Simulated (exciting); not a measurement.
## BP: single point with PBE0

BP:

```
P B
1.0
     0.00000    2.26900    2.26900
     2.26900    0.00000    2.26900
     2.26900    2.26900    0.00000
P B
1 1
Cartesian
  3.4035 3.4035 3.4035
  0.0000 0.0000 0.0000
```

| Item | Value |
| --- | --- |
| Program | exciting (release sodium) |
| Task | single point |
| Functional | PBE0 |
| Potentials or basis | all-electron LAPW+lo, shipped species files, valence relativity zora |
| rgkmax | 5.5 |
| k mesh | 4 × 4 × 4 |
| Occupations | gaussian, width 0.005 eV |
| Spin | no spin polarisation |

| Quantity | Value |
| --- | --- |
| Band gap on the k mesh | 2.88 eV, indirect (least direct gap 5.14 eV) |
| All electrons inside the program's atomic spheres | P 12.92; B 3.21 (radii P 2.0, B 1.45 bohr) |

Levels at points of the mesh, in eV from the valence-band top:
| k point | band 1 | band 2 | band 3 | band 4 | band 5 | band 6 | band 7 | band 8 |
| --- | --- | --- | --- | --- | --- | --- | --- | --- |
| (0.00, 0.00, 0.00) | -17.11 | 0.00 | 0.00 | 0.00 | 5.14 | 5.14 | 5.14 | 9.51 |
| (0.00, 0.00, 0.50) | -13.44 | -10.01 | -1.95 | -1.95 | 5.56 | 6.52 | 6.52 | 12.18 |
| (0.00, 0.50, 0.50) | -11.71 | -9.58 | -4.54 | -4.54 | 2.88 | 3.22 | 14.62 | 14.62 |

Wall time 15 min on 1 thread of AMD EPYC 7R13 Processor (Zen 3), with other jobs on the host, peak memory 0.2 GiB.

Caveat: the k mesh is coarse (spacing up to 0.60 Å⁻¹), so the values aren't converged, least of all with exact exchange; this version's total energy under hybrids is wrong, so none is listed and the log's shouldn't be used. A k mesh can miss the band edges.
